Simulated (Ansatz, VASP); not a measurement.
**Zr3Au in two plane-wave programs**

One calculation is typed for both programs; each brings its own data sets. How far apart do they land? The cell is taken from a series of runs on this material, whose earlier steps may have relaxed, scaled, displaced or heated it; both programs get it as it stands.

Method: plane waves, with VASP 6.6.1 beside it; relaxation of cell and atoms at r2SCAN with rVV10, in Ansatz 0.2.0.

### Step 1. The starting structure

The structure is cubic, space group Pm-3n (No. 223). The conventional cell has a = 5.486 Å, b = 5.486 Å, c = 5.486 Å, α = 90.00°, β = 90.00°, γ = 90.00°. Zr has 2 Zr at 2.74 Å and 4 Au at 3.07 Å nearest. Au has 12 Zr at 3.07 Å nearest. Farther neighbours are not listed.

### Step 2. VASP: relaxation of cell and atoms, r2SCAN with rVV10

The relaxed volume is the usual yardstick between codes: in a stiff, nearly cubic crystal its relative difference is about their pressure difference at one cell divided by the bulk modulus.

Lines of VASP's logs that name or quote its potential files are left out, and so is its time.

Contents of INCAR:

```
SYSTEM = Zr3Au
PREC = Accurate
ENCUT = 550
EDIFF = 1E-07
NELM = 120
ISMEAR = 0
SIGMA = 0.1
LREAL = .FALSE.
ALGO = Normal
METAGGA = R2SCAN
LUSE_VDW = .TRUE.
IVDW_NL = 2
BPARAM = 11.95
CPARAM = 0.0093
LASPH = .TRUE.
NBANDS = 58
LORBIT = 11
LWAVE = .FALSE.
LCHARG = .FALSE.
ISIF = 3
IBRION = 2
NSW = 80
EDIFFG = -0.005
GGA_COMPAT = .FALSE.
NELMIN = 4
LMIXTAU = .TRUE.
KPAR = 2
```

Contents of POSCAR:

```
Zr3Au
1.0
    5.4860000000      0.0000000000      0.0000000000
    0.0000000000      5.4860000000      0.0000000000
    0.0000000000      0.0000000000      5.4860000000
Zr Au
6 2
Direct
    0.2500000000      0.0000000000      0.5000000000
    0.5000000000      0.7500000000      0.0000000000
    0.7500000000      0.0000000000      0.5000000000
    0.5000000000      0.2500000000      0.0000000000
    0.0000000000      0.5000000000      0.7500000000
    0.0000000000      0.5000000000      0.2500000000
    0.0000000000      0.0000000000      0.0000000000
    0.5000000000      0.5000000000      0.5000000000
```

Contents of KPOINTS:

```
Automatic mesh
0
Gamma
6 6 6
0 0 0
```

Potentials, in the order of the species: Zr_sv and Au (PBE family, release 64).

On the command line:

```bash
> mpirun -np 2 vasp_std
```

Numbers of over 12 decimals in the logs are rounded to 6 here.

What it wrote:

```text
[banner, memory and clock lines left out]
running    2 mpi-ranks, on    1 nodes
 distrk:  each k-point on    1 cores,    2 groups
 distr:  one band on    1 cores,    1 groups

 POSCAR found type information on POSCAR ZrAu
 POSCAR found :  2 types and       8 ions
|                                                                             |
|               ----> ADVICE to this user running VASP <----                  |
|                                                                             |
|     You have switched on vdW-DFT.                                           |
|     This routine was written and supplied by Jiri Klimes. We recommend      |
|     that you carefully read and cite the following publications:            |
|       J. Klimes, D.R. Bowler, A. Michelides                                 |
|          J. Phys.: Cond Matt. 22 022201 (2010)                              |
|       J. Klimes, D.R. Bowler, A. Michelides                                 |
|          Phys. Rev. B. 83, 195131 (2011)                                    |
|     and references therein.                                                 |
|                                                                             |

|                                                                             |
|               ----> ADVICE to this user running VASP <----                  |
|                                                                             |
|     You enforced a specific xc type in the INCAR file but a different       |
|     [... a line on the potential file left out ...]
|     I HOPE YOU KNOW WHAT YOU ARE DOING!                                     |
|                                                                             |

 LDA part: xc-table for (None), standard interpolation
 POSCAR, INCAR and KPOINTS ok, starting setup
 FFT: planning ... GRIDC
 FFT: planning ... GRID_SOFT
 FFT: planning ... GRID
 WAVECAR not read
 entering main loop
       N       E                     dE             d eps       ncg     rms          rms(c)
Total rVV10 correction in eV:      1.8429589    97.8692406
Total rVV10 correction in eV:      1.8429589    97.8692406
DAV:   1     0.832378043117E+03    0.83238E+03   -0.52206E+04  2328   0.174E+03
DAV:   2    -0.188216153301E+03   -0.10206E+04   -0.99207E+03  2542   0.499E+02
DAV:   3    -0.278011873374E+03   -0.89796E+02   -0.86182E+02  3774   0.108E+02
DAV:   4    -0.289056299853E+03   -0.11044E+02   -0.10947E+02  3488   0.321E+01
DAV:   5    -0.289868803656E+03   -0.81250E+00   -0.81204E+00  3352   0.745E+00    0.395E+01
Total rVV10 correction in eV:      1.7112981    97.8692402
Total rVV10 correction in eV:      1.7112981    97.8692402
DAV:   6    -0.247481801895E+03    0.42387E+02   -0.60789E+01  2988   0.374E+01    0.156E+01
Total rVV10 correction in eV:      1.6963560    97.8692410
Total rVV10 correction in eV:      1.6963560    97.8692410
DAV:   7    -0.237706716145E+03    0.97751E+01   -0.19345E+01  2806   0.160E+01    0.422E+00
Total rVV10 correction in eV:      1.6831990    97.8692414
Total rVV10 correction in eV:      1.6831990    97.8692414
DAV:   8    -0.238734469115E+03   -0.10278E+01   -0.19978E+00  2848   0.573E+00    0.236E+00
Total rVV10 correction in eV:      1.6690697    97.8692414
Total rVV10 correction in eV:      1.6690697    97.8692414
DAV:   9    -0.238502590299E+03    0.23188E+00   -0.12274E+00  2386   0.560E+00    0.205E+00
Total rVV10 correction in eV:      1.6710231    97.8692414
Total rVV10 correction in eV:      1.6710231    97.8692414
DAV:  10    -0.238757349546E+03   -0.25476E+00   -0.91763E-01  2370   0.498E+00    0.595E-01
Total rVV10 correction in eV:      1.6687817    97.8692414
Total rVV10 correction in eV:      1.6687817    97.8692414
DAV:  11    -0.239072336839E+03   -0.31499E+00   -0.29020E-01  2418   0.295E+00    0.407E-01
Total rVV10 correction in eV:      1.6692507    97.8692414
Total rVV10 correction in eV:      1.6692507    97.8692414
DAV:  12    -0.239107178105E+03   -0.34841E-01   -0.22526E-02  2844   0.733E-01    0.144E-01
Total rVV10 correction in eV:      1.6692988    97.8692414
Total rVV10 correction in eV:      1.6692988    97.8692414
DAV:  13    -0.239108776835E+03   -0.15987E-02   -0.20670E-03  2960   0.196E-01    0.114E-01
Total rVV10 correction in eV:      1.6694192    97.8692414
Total rVV10 correction in eV:      1.6694192    97.8692414
DAV:  14    -0.239107256332E+03    0.15205E-02   -0.72178E-04  2558   0.153E-01    0.661E-02
Total rVV10 correction in eV:      1.6694418    97.8692414
Total rVV10 correction in eV:      1.6694418    97.8692414
DAV:  15    -0.239108890001E+03   -0.16337E-02   -0.11461E-03  2424   0.187E-01    0.107E-02
Total rVV10 correction in eV:      1.6694460    97.8692414
Total rVV10 correction in eV:      1.6694460    97.8692414
DAV:  16    -0.239108902364E+03   -0.12363E-04   -0.32048E-05  3134   0.270E-02    0.660E-03
Total rVV10 correction in eV:      1.6694397    97.8692414
Total rVV10 correction in eV:      1.6694397    97.8692414
DAV:  17    -0.239108905961E+03   -0.35974E-05   -0.74407E-06  2784   0.149E-02    0.468E-03
Total rVV10 correction in eV:      1.6694423    97.8692414
Total rVV10 correction in eV:      1.6694423    97.8692414
DAV:  18    -0.239108904765E+03    0.11964E-05   -0.26256E-06  2596   0.938E-03    0.260E-03
[...]
1 F= -.23910891E+03 E0= -.23909170E+03  d E =-.239109E+03
 curvature:   0.00 expect dE= 0.000E+00 dE for cont linesearch  0.000E+00
 trial: gam= 0.00000 g(F)=  0.130E-49 g(S)=  0.303E-02 ort = 0.000E+00 (trialstep = 0.100E+01)
 search vector abs. value=  0.303E-02
 bond charge predicted
       N       E                     dE             d eps       ncg     rms          rms(c)
Total rVV10 correction in eV:      1.6689295    97.8692414
Total rVV10 correction in eV:      1.6689295    97.8692414
DAV:   1    -0.239148017687E+03   -0.39113E-01   -0.13084E+00  2324   0.679E+00    0.194E+00
Total rVV10 correction in eV:      1.6762487    97.8692416
Total rVV10 correction in eV:      1.6762487    97.8692416
DAV:   2    -0.239114932490E+03    0.33085E-01   -0.17648E-01  2578   0.214E+00    0.747E-01
Total rVV10 correction in eV:      1.6775235    97.8692416
Total rVV10 correction in eV:      1.6775235    97.8692416
DAV:   3    -0.239108140791E+03    0.67917E-02   -0.24426E-02  2816   0.735E-01    0.272E-01
Total rVV10 correction in eV:      1.6780977    97.8692416
Total rVV10 correction in eV:      1.6780977    97.8692416
DAV:   4    -0.239107539318E+03    0.60147E-03   -0.89261E-03  3076   0.388E-01    0.232E-01
Total rVV10 correction in eV:      1.6777745    97.8692416
Total rVV10 correction in eV:      1.6777745    97.8692416
DAV:   5    -0.239107970586E+03   -0.43127E-03   -0.12094E-03  2978   0.138E-01    0.117E-01
Total rVV10 correction in eV:      1.6776894    97.8692416
Total rVV10 correction in eV:      1.6776894    97.8692416
DAV:   6    -0.239108057393E+03   -0.86806E-04   -0.96729E-04  2974   0.124E-01    0.417E-02
Total rVV10 correction in eV:      1.6776649    97.8692416
Total rVV10 correction in eV:      1.6776649    97.8692416
DAV:   7    -0.239108281287E+03   -0.22389E-03   -0.45622E-04  3272   0.780E-02    0.225E-02
Total rVV10 correction in eV:      1.6776846    97.8692416
Total rVV10 correction in eV:      1.6776846    97.8692416
DAV:   8    -0.239108309555E+03   -0.28268E-04   -0.43655E-05  2786   0.287E-02    0.138E-02
Total rVV10 correction in eV:      1.6776977    97.8692416
Total rVV10 correction in eV:      1.6776977    97.8692416
DAV:   9    -0.239108310086E+03   -0.53146E-06   -0.34313E-06  3142   0.945E-03    0.685E-03
Total rVV10 correction in eV:      1.6777031    97.8692416
Total rVV10 correction in eV:      1.6777031    97.8692416
DAV:  10    -0.239108310243E+03   -0.15655E-06   -0.68884E-07  2806   0.441E-03    0.210E-03
Total rVV10 correction in eV:      1.6777023    97.8692416
Total rVV10 correction in eV:      1.6777023    97.8692416
DAV:  11    -0.239108310499E+03   -0.25621E-06   -0.14356E-07  1388   0.217E-03    0.103E-03
Total rVV10 correction in eV:      1.6777019    97.8692416
Total rVV10 correction in eV:      1.6777019    97.8692416
DAV:  12    -0.239108310712E+03   -0.21325E-06   -0.73523E-08  1280   0.162E-03    0.491E-04
Total rVV10 correction in eV:      1.6777016    97.8692416
Total rVV10 correction in eV:      1.6777016    97.8692416
DAV:  13    -0.239108310596E+03    0.11577E-06   -0.39728E-08  1236   0.115E-03    0.630E-04
Total rVV10 correction in eV:      1.6777014    97.8692416
Total rVV10 correction in eV:      1.6777014    97.8692416
DAV:  14    -0.239108310670E+03   -0.73082E-07   -0.25172E-08  1220   0.791E-04
Total rVV10 correction in eV:      1.6777009    97.8692416
Total rVV10 correction in eV:      1.6777009    97.8692416
Total rVV10 correction in eV:      1.6777012    97.8692416
Total rVV10 correction in eV:      1.6777012    97.8692416
   2 F= -.23910831E+03 E0= -.23909121E+03  d E =0.594333E-03
 trial-energy change:    0.000594  1 .order    0.000585   -0.003031    0.004201
 step:   0.4172(harm=  0.4191)  dis= 0.00000  next Energy=  -239.109537 (dE=-0.632E-03)
 bond charge predicted
       N       E                     dE             d eps       ncg     rms          rms(c)
Total rVV10 correction in eV:      1.6780040    97.8692416
Total rVV10 correction in eV:      1.6780040    97.8692416
DAV:   1    -0.239123101051E+03   -0.14790E-01   -0.44439E-01  2320   0.395E+00    0.113E+00
Total rVV10 correction in eV:      1.6737166    97.8692415
Total rVV10 correction in eV:      1.6737166    97.8692415
DAV:   2    -0.239111740799E+03    0.11360E-01   -0.60588E-02  2512   0.125E+00    0.433E-01
Total rVV10 correction in eV:      1.6730062    97.8692415
Total rVV10 correction in eV:      1.6730062    97.8692415
DAV:   3    -0.239109385834E+03    0.23550E-02   -0.84594E-03  2792   0.437E-01    0.160E-01
Total rVV10 correction in eV:      1.6726625    97.8692415
Total rVV10 correction in eV:      1.6726625    97.8692415
DAV:   4    -0.239109209500E+03    0.17633E-03   -0.30194E-03  3086   0.224E-01    0.136E-01
Total rVV10 correction in eV:      1.6728466    97.8692415
Total rVV10 correction in eV:      1.6728466    97.8692415
DAV:   5    -0.239109378713E+03   -0.16921E-03   -0.37707E-04  2998   0.760E-02    0.697E-02
Total rVV10 correction in eV:      1.6729034    97.8692415
Total rVV10 correction in eV:      1.6729034    97.8692415
DAV:   6    -0.239109435288E+03   -0.56575E-04   -0.33491E-04  2982   0.719E-02    0.234E-02
Total rVV10 correction in eV:      1.6729164    97.8692415
Total rVV10 correction in eV:      1.6729164    97.8692415
DAV:   7    -0.239109523382E+03   -0.88094E-04   -0.14796E-04  3150   0.446E-02    0.127E-02
Total rVV10 correction in eV:      1.6729039    97.8692415
Total rVV10 correction in eV:      1.6729039    97.8692415
DAV:   8    -0.239109534148E+03   -0.10766E-04   -0.15300E-05  2744   0.172E-02    0.728E-03
Total rVV10 correction in eV:      1.6728968    97.8692415
Total rVV10 correction in eV:      1.6728968    97.8692415
DAV:   9    -0.239109535587E+03   -0.14391E-05   -0.13007E-06  3082   0.586E-03    0.383E-03
Total rVV10 correction in eV:      1.6728939    97.8692415
Total rVV10 correction in eV:      1.6728939    97.8692415
DAV:  10    -0.239109535599E+03   -0.12536E-07   -0.15622E-07  1446   0.244E-03
Total rVV10 correction in eV:      1.6728973    97.8692415
Total rVV10 correction in eV:      1.6728973    97.8692415
Total rVV10 correction in eV:      1.6728936    97.8692415
Total rVV10 correction in eV:      1.6728936    97.8692415
   3 F= -.23910954E+03 E0= -.23909238E+03  d E =-.630597E-03
 curvature:  -0.21 expect dE=-0.158E-07 dE for cont linesearch -0.158E-07
 trial: gam=-0.00496 g(F)=  0.107E-49 g(S)=  0.752E-07 ort = 0.151E-04 (trialstep = 0.883E+00)
 search vector abs. value=  0.102E-09
 reached required accuracy - stopping structural energy minimisation
```

Parts of OUTCAR (step 2):

```text
ion  position               nearest neighbor table
   1  0.250  0.000  0.500-   3 2.74   3 2.74   8 3.07   7 3.07   8 3.07   7 3.07   4 3.36   2 3.36
                             4 3.36   5 3.36   5 3.36   6 3.36   6 3.36   2 3.36
   2  0.500  0.750  0.000-   4 2.74   4 2.74   8 3.07   8 3.07   7 3.07   7 3.07   1 3.36   1 3.36
                             3 3.36   5 3.36   6 3.36   5 3.36   6 3.36   3 3.36
   3  0.750  0.000  0.500-   1 2.74   1 2.74   8 3.07   7 3.07   8 3.07   7 3.07   4 3.36   2 3.36
                             4 3.36   5 3.36   5 3.36   6 3.36   6 3.36   2 3.36
   4  0.500  0.250  0.000-   2 2.74   2 2.74   8 3.07   8 3.07   7 3.07   7 3.07   3 3.36   1 3.36
                             3 3.36   5 3.36   6 3.36   5 3.36   6 3.36   1 3.36
   5  0.000  0.500  0.750-   6 2.74   6 2.74   8 3.07   7 3.07   7 3.07   8 3.07   3 3.36   4 3.36
                             1 3.36   3 3.36   1 3.36   2 3.36   4 3.36   2 3.36
   6  0.000  0.500  0.250-   5 2.74   5 2.74   8 3.07   7 3.07   7 3.07   8 3.07   3 3.36   4 3.36
                             1 3.36   3 3.36   1 3.36   2 3.36   4 3.36   2 3.36
   7  0.000  0.000  0.000-   1 3.07   2 3.07   3 3.07   4 3.07   5 3.07   6 3.07   1 3.07   3 3.07
                             5 3.07   6 3.07   2 3.07   4 3.07
   8  0.500  0.500  0.500-   1 3.07   2 3.07   3 3.07   4 3.07   5 3.07   6 3.07   2 3.07   4 3.07
                             1 3.07   3 3.07   5 3.07   6 3.07

  LATTYP: Found a simple cubic cell.
 ALAT       =     5.4860000000

 Subroutine GETGRP returns: Found 48 space group operations
 (whereof 24 operations were pure point group operations)

The static configuration has the point symmetry T_h .
 The point group associated with its full space group is O_h .

 Found     20 irreducible k-points:

   k-points           NKPTS =     20   k-points in BZ     NKDIM =     20   number of bands    NBANDS=     58

   dimension x,y,z NGX =    42 NGY =   42 NGZ =   42
   dimension x,y,z NGXF=    84 NGYF=   84 NGZF=   84

   ENCUT  =  550.0 eV  40.42 Ry    6.36 a.u.  10.49 10.49 10.49*2*pi/ulx,y,z

   NELECT =      94.0000    total number of electrons

 k-points in reciprocal lattice and weights: Automatic mesh
   0.00000000  0.00000000  0.00000000       0.005
   0.16666667  0.00000000  0.00000000       0.028
   0.33333333  0.00000000  0.00000000       0.028
   0.50000000  0.00000000  0.00000000       0.014
   0.16666667  0.16666667  0.00000000       0.056
   0.33333333  0.16666667  0.00000000       0.111
   0.50000000  0.16666667  0.00000000       0.056
   0.33333333  0.33333333  0.00000000       0.056
   0.50000000  0.33333333  0.00000000       0.056
[...]
0.50000000  0.50000000  0.33333333       0.028
   0.50000000  0.50000000  0.50000000       0.005

 average (electrostatic) potential at core
       1 -79.0675       2 -79.0675       3 -79.0675       4 -79.0675       5 -79.0675
       6 -79.0675       7 -70.2906       8 -70.2906

 E-fermi :   9.4095

 k-point     1 :       0.0000    0.0000    0.0000
  band No.  band energies     occupation
    ...
     45       8.2062      2.00000
     46       8.6798      2.00000
     47       8.6798      2.00000
     48       8.6798      2.00000
     49       8.9661      2.00000
     50      10.4438      0.00000
     51      10.4438      0.00000
     52      10.5754      0.00000
     53      10.5754      0.00000
     54      10.5754      0.00000
    ...

 k-point     2 :       0.1667    0.0000    0.0000
  band No.  band energies     occupation
    ...
     45       8.6311      2.00000
     46       8.6749      2.00000
     47       8.7115      2.00000
     48       8.7115      2.00000
     49       9.1169      1.99996
     50      10.4522      0.00000
     51      10.5338      0.00000
     52      10.5367      0.00000
     53      10.6022      0.00000
     54      10.6022      0.00000
    ...

 k-point     3 :       0.3333    0.0000    0.0000
  band No.  band energies     occupation
    ...
     44       8.5732      2.00000
     45       8.7894      2.00000
     46       9.0592      2.00000
     47       9.0592      2.00000
     48       9.3866      1.25382
     49       9.5101      0.15499
     50      10.3598      0.00000
     51      10.4218      0.00000
     52      10.4355      0.00000
     53      10.4355      0.00000
    ...

  Total        0.0020390      0.0020390      0.0020390      0.0000000      0.0000000     -0.0000000
  in kB        0.0197247      0.0197247      0.0197247      0.0000000      0.0000000     -0.0000000
  external PRESSURE =       0.0197247 kB  Pullay stress =       0.0000000 kB

  energy-cutoff  :      550.00
  volume of cell :      165.62
      direct lattice vectors                 reciprocal lattice vectors
     5.491650021  0.000000000  0.000000000     0.182094634  0.000000000  0.000000000
    -0.000000000  5.491650021  0.000000000    -0.000000000  0.182094634  0.000000000
    -0.000000000 -0.000000000  5.491650021    -0.000000000 -0.000000000  0.182094634

 POSITION                                       TOTAL-FORCE (eV/Angst)
 -----------------------------------------------------------------------------------
      1.37291     -0.00000      2.74583         0.000000      0.000000     -0.000000
      2.74583      4.11874      0.00000        -0.000000      0.000000     -0.000000
      4.11874      0.00000      2.74583        -0.000000     -0.000000      0.000000
      2.74583      1.37291      0.00000         0.000000      0.000000      0.000000
     -0.00000      2.74583      4.11874        -0.000000      0.000000     -0.000000
      5.49165      2.74583      1.37291         0.000000     -0.000000      0.000000
      5.49165      0.00000      0.00000         0.000000      0.000000      0.000000
      2.74583      2.74583      2.74583         0.000000      0.000000      0.000000
 -----------------------------------------------------------------------------------
    total drift:                                0.000000     -0.000000     -0.000000

  FREE ENERGIE OF THE ION-ELECTRON SYSTEM (eV)
  ---------------------------------------------------
  free  energy   TOTEN  =      -239.1095355993 eV

  energy  without entropy=     -239.0752161177  energy(sigma->0) =     -239.09237586

 reached required accuracy - stopping structural energy minimisation

 total charge
# of ion       s       p       d       tot
------------------------------------------
    1        2.209   5.970   1.659   9.838
    2        2.209   5.970   1.659   9.838
    3        2.209   5.970   1.659   9.838
    4        2.209   5.970   1.659   9.838
    5        2.209   5.970   1.659   9.838
    6        2.209   5.970   1.659   9.838
    7        0.717   0.589   8.463   9.769
    8        0.717   0.589   8.463   9.769
--------------------------------------------------
tot         14.690  36.999  26.878  78.567

[... 3 further parts left out ...]
```

CONTCAR:

```
Zr3Au
   1.00000000000000
     5.4916500213366577    0.0000000000000000    0.0000000000000000
    -0.0000000000000000    5.4916500213366577    0.0000000000000000
    -0.0000000000000000   -0.0000000000000000    5.4916500213366577
  Zr              Au
     6     2
Direct
     0.2500000000000000    0.0000000000000000    0.5000000000000000
     0.5000000000000000    0.7500000000000000    0.0000000000000000
     0.7500000000000000    0.0000000000000000    0.5000000000000000
     0.5000000000000000    0.2500000000000000    0.0000000000000000
     0.0000000000000000    0.5000000000000000    0.7500000000000000
     1.0000000000000000    0.5000000000000000    0.2500000000000000
     1.0000000000000000    0.0000000000000000    0.0000000000000000
     0.5000000000000000    0.5000000000000000    0.5000000000000000
```

(Part 1 of 2 ends here.)

[Lines on the potential files, build, host, timing and source positions are cut from VASP's logs without a mark.]

[Logs are printed without paths, hosts, clocks, repeated set-up lines and the standing remarks that a program may print on its own settings, such as how far it seeks lower states.]

[Hosts, paths, dates, database ids (printed as entryN), source tags and the programs' standing remarks are cut or masked in the printed files.]
